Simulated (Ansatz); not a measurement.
# Pt(111) / 1 layer Re(0001) / Pt(111): resistance against film thickness

Wanted: interface resistance and thickness dependence for Pt(111) / 1 layer Re(0001) / Pt(111).

Main program and level: Ansatz 0.2.0; Ansatz plane-wave DFT, PBE, PAW files; ballistic transport by layer matching (Landauer), zero bias.

## (1) The starting structure

The cell holds 9 atoms: 8 Pt and 1 Re. Cell: a = 2.773 Å, b = 2.773 Å, c = 20.323 Å, α = 90.0°, β = 90.0°, γ = 120.0°. It derives from Pt and Re. Regions: lead, 8 atoms (8 Pt); films, 1 atom (1 Re). The structure is stacked along c, and the current runs across the ab planes.

Coordinates:

```cif
data_structure
_symmetry_space_group_name_H-M 'P 1'
_symmetry_Int_Tables_number 1
_cell_length_a 2.7731
_cell_length_b 2.7731
_cell_length_c 20.3233
_cell_angle_alpha 90.000
_cell_angle_beta 90.000
_cell_angle_gamma 120.000
_cell_volume 135.35
loop_
_atom_site_label
_atom_site_type_symbol
_atom_site_fract_x
_atom_site_fract_y
_atom_site_fract_z
_atom_site_occupancy
Pt1 Pt 0.00000 0.00000 0.05571 1
Pt2 Pt 0.33333 0.66667 0.16712 1
Pt3 Pt 0.66667 0.33333 0.27853 1
Pt4 Pt 0.00000 0.00000 0.38994 1
Re5 Re 0.33333 0.66667 0.50000 1
Pt6 Pt 0.66667 0.33333 0.61006 1
Pt7 Pt 0.00000 0.00000 0.72147 1
Pt8 Pt 0.33333 0.66667 0.83288 1
Pt9 Pt 0.66667 0.33333 0.94429 1
```

## (2) With 1 layer

The film is laid into the lead at the lead's in-plane lattice, and the cell closes on the lead's own image. The mesh across the current, 30×30, is finer than the density's, because channels open and close sharply across the zone. Energies from -1 to 1 eV in steps of 0.036 eV cover the slope of the Fermi function at 300 K, so the program can form a conductance.

The input, input.yaml:

```yaml
crystal:
  lattice:
    - [2.7731313745, 0.0, 0.0]
    - [-1.3865656872, 2.4016022183, 0.0]
    - [0.0, 0.0, 20.3233379381]
  atoms:
    - { symbol: Pt, position: [0.0, 0.0, 0.0557057185] }
    - { symbol: Pt, position: [0.3333333333, 0.6666666667, 0.1671171556] }
    - { symbol: Pt, position: [0.6666666667, 0.3333333333, 0.2785285927] }
    - { symbol: Pt, position: [0.0, 0.0, 0.3899400297] }
    - { symbol: Re, position: [0.3333333333, 0.6666666667, 0.5] }
    - { symbol: Pt, position: [0.6666666667, 0.3333333333, 0.6100599703] }
    - { symbol: Pt, position: [0.0, 0.0, 0.7214714073] }
    - { symbol: Pt, position: [0.3333333333, 0.6666666667, 0.8328828444] }
    - { symbol: Pt, position: [0.6666666667, 0.3333333333, 0.9442942815] }
kpoints:
  mp_grid: { grid: [15, 15, 2] }
hamiltonian:
  xc: pbe
scf:
  occupations: { method: fermi_dirac, width: 0.1 }
output:
  transmission: { leads: [[0, 1]], kmesh: [30, 30], e_range: [-1.0, 1.0], de: 0.036 }
  write_potential: true
  write_density: true
  volumetric_format: npy
  elf: true
```

Launch:

```sh
> ansatz run input.yaml --threads 4 --pin off --max-ram 8192MiB --backend cpu --events-out ev --progress --plain --runs-dir out
```

Numbers of over 12 decimals in the logs are rounded to 6 here.

What it wrote:

```text
Engine: ansatz 0.2.0, x86_64-unknown-linux-gnu
Pseudopotentials: kind: paw
Pseudopotential: Pt, paw, valence charge 18, recommended cutoff 420 eV (normal), Pt.paw.azcp
Pseudopotential: Re, paw, valence charge 15, recommended cutoff 420 eV (normal), Re.paw.azcp
Functional definition: PBE
  parameter kappa = 0.804
  parameter beta = 0.066725
  exchange = pbe_x(kappa = kappa, mu = beta*pi^2/3)
  correlation = pbe_c(beta = beta)
Crystal: 9 atoms, lattice volume = 135.353 Å³
Basis set: ecut = 420 eV, 2647 PW (Γ)
Bands: 96, of which v1, the nominal top of the filled ones, is band 80 counted from 1 (79 counted from 0)
Symmetry: 12 space group operations
Space group: P-3m1 (ITA 164), of the structure as read, at distance tolerance 5.1e-5 Å
k-points: 54 of 450
Non-local potential: Pt, projectors of the file, l = 0: 3, l = 1: 2, l = 2: 2, l = 3: 1
Non-local potential: Re, projectors of the file, l = 0: 3, l = 1: 2, l = 2: 2, l = 3: 1
PAW form: soft (Blöchl's): semilocal exchange-correlation on the pseudo side does not see the compensation charge
PAW one-centre angular grid: Pt, 590 points (default); XC on 64 Gauss nodes
PAW one-centre angular grid: Re, 590 points (default); XC on 64 Gauss nodes
Initial density: superposition of atomic densities (neutral atoms: chi_scale 0, normalization atom), corrected by the library's trained network
Initial wavefunctions: pseudopotential atomic-orbital guess
Functional: x = pbe(κ = 0.804, μ = 0.219515), c = pbe(β = 0.066725)
SCF iter   1: F=—  HF=-111052.530718 eV  |F-HF|=—  |Δ(HF+E_count)|=         —  Δρ=8.77e-3  dr2=1.46e0  ethr=1.77e-3  ⟨swp⟩=5.5  Hψ=17434  notcnv=0  defer=141
preconditioner: auto → Kerker (q_TF=auto, 2.803 Å⁻¹)  [metal: Δε(μ)=0.009 eV  Ē_g=8.361 eV  σ=0.100 eV  W_gap=0.02  n_scr=60 (ndim 8)  ℏωp=29.8 eV  f_vac=0.000  D(μ)=12.91/eV (n_scr^D=152)]
SCF iter   2: F=—  HF=-111052.523568 eV  |F-HF|=—  |Δ(HF+E_count)|=   7.15e-3  Δρ=4.79e-3  dr2=5.84e-1  ethr=9.18e-4  ⟨swp⟩=1.1  Hψ=5999  notcnv=0  defer=148
SCF iter   3: F=—  HF=-111052.517050 eV  |F-HF|=—  |Δ(HF+E_count)|=   6.52e-3  Δρ=7.02e-4  dr2=1.04e-2  ethr=3.67e-4  ⟨swp⟩=1.0  Hψ=4952  notcnv=0  defer=148
SCF iter   4: F=—  HF=-111052.516673 eV  |F-HF|=—  |Δ(HF+E_count)|=   3.77e-4  Δρ=1.89e-4  dr2=1.07e-3  ethr=6.52e-6  ⟨swp⟩=1.0  Hψ=4952  notcnv=0  defer=148
SCF iter   5: F=—  HF=-111052.516654 eV  |F-HF|=—  |Δ(HF+E_count)|=   1.88e-5  Δρ=5.91e-5  dr2=1.09e-5  ethr=6.72e-7  ⟨swp⟩=1.0  Hψ=4952  notcnv=0  defer=148
SCF iter   6: F=—  HF=-111052.516648 eV  |F-HF|=—  |Δ(HF+E_count)|=   6.20e-6  Δρ=1.58e-5  dr2=1.30e-6  ethr=6.85e-9  ⟨swp⟩=2.2  Hψ=6640  notcnv=0  defer=148
SCF iter   7: F=-111052.516648 eV  HF=-111052.516648 eV  |F-HF|=2.41e-8  |Δ(HF+E_count)|=   8.05e-8  Δρ=3.49e-6  dr2=3.40e-8  ethr=6.29e-11  ⟨swp⟩=7.3  Hψ=14099  notcnv=0
SCF 1 converged in 7 iterations: F = -111052.516648 eV  dr2 = 3.40e-8
  greatest PAW one-centre occupation: 1.000 electrons in one spin orbital (limit 2), on the Pt atom at site 5 (counted from 0), in its partial waves of l = 0
transmission: 337 of 3367 steps passed
transmission: 674 of 3367 steps passed
[...]
transmission: 3367 of 3367 steps passed
SCF converged after 7 iterations
Free energy (F): -111052.516648 eV
Harris-Foulkes:  -111052.516648 eV  (|F-HF|=2.41e-8)
Internal energy: -111052.107731 eV  (E = F + TS)
E sigma→0 (E₀):  -111052.312189 eV
Entropy (-TS):   -0.408917 eV (-45.435 meV/atom)
Fermi energy:    23.607649 eV
--- Per-component energies (eV) ---
  E_band       = -1097.145964
  E_kinetic    = 5647.049408
  E_local      = -12725.207705  (includes V_loc(G=0)·N_el)
  E_nonlocal   = 1646.182023
  E_hartree    = 4758.480411
  E_xc         = -2501.320121
  E_vxc        = -2731.157056  (∫ρ·V_xc dr)
  E_paw        = -84290.838807  (= ΣΔE_a)
  E_vpaw       = -2450.977931  (= ΣTr[D̂ρ^β])
  E_aug_tail   = 0.001568  (compensation charges beyond the density's cutoff)
  E_ewald      = -23586.454508
  E_smearing   = -0.408917  (= −TS)
  E_closure    = 0.000000  (closes the sum)
  Σ components = -111052.516648   (vs F -111052.516648, Δ=0.00e0)
--- Band table (eV; the first three rows and the last of 54) ---
  k-point 0: bands = [... 76 lower, 22.0545, 22.0545, 22.5199, 22.6004, 22.6595, 22.6595, 22.7083, 22.7083, ... 12 higher]
  k-point 1: bands = [... 76 lower, 21.9284, 22.1938, 22.1938, 22.4023, 22.4023, 22.8873, 22.8873, 23.0939, ... 12 higher]
  k-point 2: bands = [... 76 lower, 22.0006, 22.0079, 22.2289, 22.3260, 22.4970, 22.6929, 22.8940, 23.0204, ... 12 higher]
  k-point 53: bands = [... 76 lower, 23.2480, 23.3416, 23.6474, 23.6474, 25.1246, 28.1064, 28.1122, 28.1122, ... 12 higher]
--- Transmission ---
  basis      : 61 plane waves across, 37 finite elements along
  points     : 91, standing for a mesh of 30 x 30
  filling    : by the input's occupations and mesh, since the crystals that have channels conduct as metals do. If one of these is a semiconductor, that mesh has misplaced its level
  energies   : 56 from -1.000000 to 0.980000 eV about the Fermi level, 0.036000 eV apart; the leads are filled to 0.000000 eV, and channels, transmission and decay are at 0.008000 eV
  crystal 0  : Pt1, at the sites [0, 1], period 2.2643 Å, over 18.11 Å; its Hamiltonian steps by up to 8.4 meV
    offset         : up to 0.0000 Å between an atom of the period and one for which it stands
    filled         : 10.9 meV over the level at which it is neutral
    channels       : 1.785556e0 a spin
    conductance    : 2.0263e15 S/m² at 300 K; may be off by some 0.0 % by where its bands' edges are placed, 2.9 % from the k-mesh, 1.6 % from the distance to neutral
    slowest decay  : 0.0560 /Å at (0.3333, 0.3000)
  junction   : crystal 0 to crystal 0, 0.70 to 18.76 Å
    transmission   : 6.542652e-1 a spin
    conductance    : 7.6903e14 S/m² at 300 K (7.3084e14 on every other point, 7.6355e14 on every other energy)
    error estimate : 0.7 % from the energy spacing and 0.0 % from band edges of the leads and from resonances (wavevectors taken as independent; lower de), 4.8 % from the k-mesh, 13.6 % from the steps of its leads' Hamiltonians or their offsets (lay more layers), 1.2 % from the distance to neutral
    resistance     : 8.0686e-4 Ω µm² beyond half of each lead's own
```

Run time: 51 s. Hardware: 4 threads of AMD EPYC 9R45, shared host; peak memory 0.92 GiB; 3 min of CPU time.

Reading the cycles: dr2 is the Hartree energy of the density residual (eV), the measure of convergence; HF is the Harris–Foulkes estimate of the energy, which meets the free energy F at convergence.

Numbers from this step:

```yaml
free_energy: -111052.5166 eV
energy_at_zero_smearing: -111052.3122 eV
fermi_energy: 23.61 eV
cell_area: 6.660 Å²
step_of_the_lead_s_potential: 8.4 meV
ballistic_conductance_of_the_lead: 2.03e15 S/m²
estimated_errors_of_the_lead_s_conductance: 0, 2.9, 1.6 % (band edges, k-mesh, distance from neutral)
lead_conductance_per_cell: 1.742 G₀
conductance_of_the_junction: 7.69e14 S/m²
junction_conductance_per_cell: 0.6610 G₀
estimated_errors_of_the_junction_s_conductance: 0.7, 0, 4.8, 13.6, 1.2 % (energy step, band edges, k-mesh, leads' steps, distance from neutral)
area_resistance_that_the_stack_adds_contact_term_taken_off_spin_by_spin: 0.8069 fΩ m²
```

Per spin. Table of transmission, zone mean by energy, zero at the Fermi level:

```csv
energy (eV),"transmission, zone mean"
-1.000,0.701
-0.892,0.686
-0.820,0.707
-0.712,0.696
-0.640,0.705
-0.532,0.740
-0.424,0.739
-0.352,0.725
-0.244,0.736
-0.172,0.773
-0.136,0.760
-0.064,0.711
0.008,0.654
0.044,0.628
0.116,0.569
0.224,0.550
0.332,0.428
0.404,0.422
0.512,0.373
0.620,0.378
0.692,0.355
0.800,0.375
0.872,0.386
0.980,0.396
```

Per spin. Table of open channels, zone mean, lead by energy, zero at the Fermi level:

```csv
energy (eV),"open channels, zone mean, lead"
-1.000,1.57
-0.892,1.55
-0.820,1.63
-0.712,1.63
-0.640,1.63
-0.532,1.77
-0.424,1.73
-0.352,1.79
-0.244,1.97
-0.136,2.03
-0.064,1.91
0.008,1.79
0.044,1.57
0.116,1.40
0.224,1.18
0.332,1.00
0.404,0.883
0.512,0.623
0.620,0.657
0.692,0.67
0.800,0.737
0.872,0.697
0.980,0.697
```

Transmission over k1 and k2. At 0.0080 eV from the Fermi level.

Values, 12 rows by 16 columns, each cell a mean:
```
0.64 0.86 0.51 0.93 0.92 0.91 0.56 0.65 1.02 0.17 0.44 0.83 0.66 0.69 0.67 0.20
0.58 0.61 0.61 0.82 0.79 0.66 0.90 0.81 0.65 0.45 0.62 0.85 0.41 0.11 0.54 0.74
1.08 0.87 0.91 0.99 0.94 0.60 0.53 0.89 0.98 0.98 0.84 1.03 0.76 0.36 0.41 0.70
1.06 0.71 0.73 0.71 0.75 0.69 0.32 0.51 0.84 0.71 0.67 0.64 0.98 0.93 0.80 0.80
0.44 0.60 0.91 0.68 0.35 0.34 0.24 0.13 0.31 0.26 0.38 0.75 0.87 0.67 0.37 0.19
0.77 0.92 0.68 0.92 0.83 0.60 0.19 0.03 0.03 0.16 0.50 0.85 0.99 0.63 0.79 0.83
0.45 0.45 0.55 0.88 0.94 0.63 0.32 0.14 0.05 0.07 0.30 0.45 0.78 0.91 0.84 0.50
0.57 0.44 0.62 0.91 0.71 0.63 0.39 0.47 0.45 0.27 0.50 0.43 0.47 0.71 0.67 0.84
0.98 0.73 0.75 0.88 0.98 0.67 0.82 0.91 0.88 0.40 0.37 0.82 0.90 0.87 0.55 1.09
0.95 0.49 0.11 0.29 0.76 1.01 0.72 0.81 0.83 0.87 0.61 0.76 0.99 0.76 0.81 0.82
0.42 0.72 0.55 0.29 0.71 0.72 0.37 0.57 0.85 0.82 0.72 0.62 0.80 0.71 0.88 0.54
0.57 0.26 0.72 0.86 0.88 0.81 0.28 0.55 0.93 0.29 0.76 1.07 1.06 0.77 0.43 0.83
```
Columns: k1 (b1) from -0.5 to 0.467; rows upwards: k2 (b2) from -0.5 to 0.467.

Open channels over k1 and k2. At 0.0080 eV from the Fermi level.

Values, 12 rows by 16 columns, each cell a mean:
```
2.59 2.56 1.79 2.24 2.47 2.23 1.92 2.13 2.91 1.73 1.48 1.56 2.07 1.77 1.45 1.32
2.00 1.81 2.19 2.00 1.48 1.08 1.63 2.11 2.29 1.65 1.88 1.64 1.32 0.33 1.32 1.72
2.09 2.47 1.91 1.96 1.84 1.07 1.03 1.72 2.00 1.92 2.25 2.20 2.19 1.12 1.25 2.21
2.09 2.15 1.11 1.16 1.57 1.81 1.16 1.53 2.00 1.17 1.11 1.53 2.27 1.95 1.36 1.63
2.00 1.89 1.73 1.15 1.00 1.32 1.89 1.81 2.00 1.07 1.00 1.16 1.97 1.89 1.87 1.41
2.37 2.48 2.11 1.95 1.80 1.80 1.92 2.00 2.00 1.81 1.80 1.85 2.00 2.03 2.35 2.80
2.31 2.12 1.93 1.96 1.77 1.40 1.40 1.72 2.00 2.00 1.59 1.40 1.48 1.83 2.17 1.93
1.91 1.29 1.88 2.28 1.59 1.00 1.00 1.53 2.00 1.41 1.88 1.37 1.00 1.08 1.67 2.28
2.09 1.56 1.64 2.01 2.48 1.63 1.39 1.81 2.00 1.07 1.13 1.77 1.71 1.39 1.48 2.68
2.09 1.61 0.41 0.95 1.95 2.16 1.95 2.00 2.00 1.49 1.00 1.16 1.89 2.00 2.01 2.09
1.91 1.21 1.41 1.01 1.69 1.32 1.79 2.13 2.51 1.84 1.88 1.51 2.09 1.99 2.49 2.01
2.09 1.61 1.87 2.11 2.07 1.80 1.60 2.53 2.48 1.87 2.15 2.31 2.31 1.93 1.96 2.81
```
Columns: k1 (b1) from -0.5 to 0.467; rows upwards: k2 (b2) from -0.5 to 0.467.

Valence density in the ca plane at fractional y = 0.667, with atoms of Pt and Re within 0.2 Å of it. It is the smooth field of the valence electrons, not physical close to the nuclei.

Values in units of 1e0 e/Å³, 5 rows by 16 columns, each cell a mean:
```
1.5 0.3 0.4 0.3 1.5 0.8 1.0 1.3 0.3 0.4 0.4 1.7 0.5 1.5 0.8 0.3
0.9 0.4 1.4 0.4 1.0 0.6 0.7 0.8 0.5 1.1 0.4 1.1 0.4 0.9 0.6 0.8
0.3 1.2 7.3 1.3 0.4 0.2 0.3 0.3 1.8 4.9 0.5 0.4 0.2 0.3 0.3 3.9
0.3 1.4 8.9 1.5 0.3 0.2 0.2 0.3 2.3 5.7 0.6 0.3 0.2 0.3 0.3 4.8
0.7 0.6 2.7 0.6 0.6 0.4 0.5 0.6 0.8 2.0 0.4 0.7 0.3 0.7 0.5 1.5
```
Columns run along c (16.0 Å, from fractional 0.05 to 0.84 of the cell), rows up along a (2.8 Å). Atoms in or near the plane, at fractional coordinates: Pt at (0.17, 0.33), Re at (0.50, 0.33), Pt at (0.83, 0.33).

Electrostatic potential energy in the ca plane at fractional y = 0.667, with atoms of Pt and Re within 0.2 Å of it. With pseudopotentials it is smooth inside the atoms' cores, unlike the true potential.

Ten even steps from '0' (-47 eV) to '9' (26 eV), each cell a mean:
```
56899999999865799865689998999975689975579999
56899999999865799865689998999975689975579999
78999866899877899987899876689987789987789986
99998411589999999999999631268999999999999852
99996100279999999999998400038999999999999720
99996100279999999999998400038999999999999720
99997311489999999999998621258999999999999851
78999756899987899987899865689987899987789986
```
Columns run along c (16.0 Å, from fractional 0.05 to 0.84 of the cell; values clipped at the 3rd and 97th percentile), rows up along a (2.8 Å). Atoms in or near the plane, at fractional coordinates: Pt at (0.17, 0.33), Re at (0.50, 0.33), Pt at (0.83, 0.33).

ELF in the ca plane at fractional y = 0.667, with atoms of Pt and Re within 0.2 Å of it. It is the smooth field of the valence electrons, not physical close to the nuclei.

Ten even steps from '0' (0.14) to '9' (0.70), each cell a mean:
```
55311122111354322245423333333245422234532112
54311122111355322245423333333245422234531112
33212344321233221233323135312333321123321124
21123688622122110122232389832322210112212258
11114899731111100011221796982222100011211279
11114899731121100011221796982222100011111279
22123788622122110122232389942322210012212258
33212354321233211233332135412323321123321234
```
Columns run along c (16.0 Å, from fractional 0.05 to 0.84 of the cell), rows up along a (2.8 Å). Atoms in or near the plane, at fractional coordinates: Pt at (0.17, 0.33), Re at (0.50, 0.33), Pt at (0.83, 0.33).

The lead's potential steps by 8.4 meV from period to period, small in itself. The program estimates the junction's conductance to 4.8 % from the k-mesh, 1.2 % from the leads' distance from neutral and 14 % from their steps.

By hand: 1/G − 1/G_lead = 1/0.7690 − 1/2.026 = 0.807 fΩ m² with G in 10¹⁵ S/m².

## (3) With 3 layers, k-mesh 15×15×1, film layers 3

The stack now holds 3 film layers; the k-mesh follows the cell, and the energies span -0.27 to 0.27 eV.

System of this step: Pt(111) / 3 layers Re(0001) / Pt(111). The cell holds 11 atoms: 8 Pt and 3 Re. Cell: a = 2.773 Å, b = 2.773 Å, c = 24.742 Å, α = 90.0°, β = 90.0°, γ = 120.0°. It derives from Pt and Re. Regions: lead, 8 atoms (8 Pt); films, 3 atoms (3 Re). The structure is stacked along c, and the current runs across the ab planes.

The input, input.yaml:

```yaml
crystal:
  lattice:
    - [2.7731313745, 0.0, 0.0]
    - [-1.3865656872, 2.4016022183, 0.0]
    - [0.0, 0.0, 24.741977243]
  atoms:
    - { symbol: Pt, position: [0.0, 0.0, 0.0457573027] }
    - { symbol: Pt, position: [0.3333333333, 0.6666666667, 0.1372719082] }
    - { symbol: Pt, position: [0.6666666667, 0.3333333333, 0.2287865137] }
    - { symbol: Pt, position: [0.0, 0.0, 0.3203011191] }
    - { symbol: Re, position: [0.3333333333, 0.6666666667, 0.4107056146] }
    - { symbol: Re, position: [0.6666666667, 0.3333333333, 0.5] }
    - { symbol: Re, position: [0.3333333333, 0.6666666667, 0.5892943854] }
    - { symbol: Pt, position: [0.6666666667, 0.3333333333, 0.6796988809] }
    - { symbol: Pt, position: [0.0, 0.0, 0.7712134863] }
    - { symbol: Pt, position: [0.3333333333, 0.6666666667, 0.8627280918] }
    - { symbol: Pt, position: [0.6666666667, 0.3333333333, 0.9542426973] }
kpoints:
  mp_grid: { grid: [15, 15, 1] }
hamiltonian:
  xc: pbe
scf:
  occupations: { method: fermi_dirac, width: 0.1 }
output:
  transmission:
    leads: [[0, 1]]
    kmesh: [30, 30]
    e_range: [-0.27, 0.27]
    de: 0.036
  write_potential: true
  write_density: true
  volumetric_format: npy
```

What it wrote:

```text
[...]
Crystal: 11 atoms, lattice volume = 164.781 Å³
Basis set: ecut = 420 eV, 3263 PW (Γ)
Bands: 114, of which v1, the nominal top of the filled ones, is band 95 counted from 1 (94 counted from 0)
Symmetry: 6 space group operations
[...]
k-points: 27 of 225 (time reversal used)
[...]
--- Transmission ---
  basis      : 61 plane waves across, 45 finite elements along
  points     : 91, standing for a mesh of 30 x 30
[...]
filled         : 9.7 meV over the level at which it is neutral
    channels       : 1.725556e0 a spin
[...]
slowest decay  : 0.0703 /Å at (0.3333, 0.3000)
  junction   : crystal 0 to crystal 0, 0.70 to 23.18 Å
    transmission   : 4.444362e-1 a spin
[...]
resistance     : 1.4104e-3 Ω µm² beyond half of each lead's own
[key lines of the parts left out:]
SCF converged after 9 iterations
Free energy (F): -132788.800041 eV
Fermi energy:    23.684416 eV
```

It took 32 s on 4 threads; peak memory 0.95 GiB.

This step gave:

| Quantity | Value |
| --- | --- |
| free energy | -132788.8000 eV |
| energy at zero smearing | -132788.5740 eV |
| Fermi energy | 23.68 eV |
| step of the lead's potential | 7.7 meV |
| estimated errors of the lead's conductance | 0, 2.9, 1.4 % (band edges, k-mesh, distance from neutral) |
| lead conductance per cell | 1.744 G₀ |
| conductance of the junction | 5.25e14 S/m² |
| junction conductance per cell | 0.4516 G₀ |
| estimated errors of the junction's conductance | 0.1, 0, 5.6, 57.3, 0.9 % (energy step, band edges, k-mesh, leads' steps, distance from neutral) |
| area resistance that the stack adds (contact term taken off, spin by spin) | 1.410 fΩ m² |

Per spin. Table of transmission, zone mean by energy, zero at the Fermi level:

```csv
energy (eV),"transmission, zone mean"
-0.270,0.565
-0.234,0.550
-0.198,0.546
-0.162,0.519
-0.126,0.499
-0.090,0.478
-0.054,0.481
-0.018,0.460
0.018,0.444
0.054,0.423
0.090,0.421
0.126,0.391
0.162,0.354
0.198,0.372
0.234,0.365
0.270,0.365
```

The conductance of the junction is 5.3e14 S/m², 32 % under the 7.7e14 S/m² of the last finished run. The estimate from the leads' steps, 57 %, is larger still.

(Part 1 of 2 ends here.)

[Logs are printed without paths, hosts, clocks, repeated set-up lines and the standing remarks that a program may print on its own settings, such as how far it seeks lower states.]

[Hosts, paths, dates, database ids (printed as entryN), source tags and the programs' standing remarks are cut or masked in the printed files.]
